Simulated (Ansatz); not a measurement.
# C: from a guess to a relaxed structure

Aim: relax a trial structure of C and see where it ends, then test the end with a random kick.

Method: DFT PBE, scalar-relativistic, plane waves, PAW, in Ansatz 0.2.0.

### 1 The system as given

It takes space group Fdd2 (No. 43, orthorhombic). Conventional cell: a = 5.085 Å, b = 9.912 Å, c = 3.275 Å, α = 90.00°, β = 90.00°, γ = 90.00°. C (site symmetry 2) is surrounded by 4 C at 1.50 to 1.52 Å. C (site symmetry 1) is surrounded by 4 C at 1.50 to 1.54 Å.

As a file:

```
C
1.0
     0.00000    4.95584    1.63770
     2.54249    0.00000    1.63770
     2.54249    4.95584    0.00000
C
6
Direct
  0.24317 0.24317 0.25683
  0.99317 0.99317 0.00683
  0.98702 0.51167 0.23342
  0.51167 0.98702 0.26789
  0.98211 0.01658 0.73833
  0.01658 0.98211 0.26298
```

Recipe of the guess: 4-connected net of one element (Fdd2, No. 43). Its size is a rough estimate.

### 2 Probe: one point on a coarse mesh

input.yaml reads:

```yaml
crystal:
  lattice:
    - [0.0, 4.95583795, 1.63770328]
    - [2.54249146, 0.0, 1.63770328]
    - [2.54249146, 4.95583795, 0.0]
  atoms:
    - { symbol: C, position: [0.24317101, 0.24317101, 0.25682899] }
    - { symbol: C, position: [0.99317101, 0.99317101, 0.00682899] }
    - { symbol: C, position: [0.987018, 0.51167202, 0.233417] }
    - { symbol: C, position: [0.51167202, 0.987018, 0.26789298] }
    - { symbol: C, position: [0.98210702, 0.016583, 0.73832798] }
    - { symbol: C, position: [0.016583, 0.98210702, 0.262982] }
basis:
  ecutwfc: 420
kpoints:
  mp_grid: { grid: [6, 6, 6] }
hamiltonian:
  xc: pbe
scf:
  occupations: { method: gaussian, width: 0.1 }
  lower_state_search: "off"
output:
  forces: true
  stress: true
  eigenvalues: true
```

On the command line:

```
$ ansatz run input.yaml --threads 1 --pin off --max-ram 2560MiB --backend cpu --events-out ev --progress --plain --runs-dir out
```

The session goes on with these runs: rough relaxation on the coarse mesh; relaxation on the finer mesh; kick test: the unmoved cell on a coarse mesh; kicked and relaxed without symmetry; the kicked end on a coarse mesh; relaxation on the finer mesh (after the kick).

What does the calculation give? Wanted: conventional cell; volume; energy over the standard state; gap on the mesh; after the kick; energy gained by the kick.

**Answer**, as computed:

| quantity | value |
| --- | --- |
| symmetry at the first end (tolerance 0.02 Å) | space group Fdd2 (No. 43) |
| conventional cell | a = 4.378 Å, b = 9.098 Å, c = 4.537 Å, α = 90.00°, β = 90.00°, γ = 90.00° |
| volume | 7.53 Å³/atom |
| energy over the standard state | +1.71 eV/atom |
| gap on the mesh | 1.24 eV |
| after the kick | space group C2 (No. 5), 8.87 Å³/atom, gap on the mesh 0.69 eV |
| energy gained by the kick | 346 meV/atom |

What this shows: The space group Fdd2 (No. 43) is kept, and the volume per atom grows by 9.5 % from the first guess. It lies above the element's standard state, so it is metastable at best. The kick led to a structure 346 meV/atom lower, so the first end was a saddle point or a shallow minimum held by symmetry.
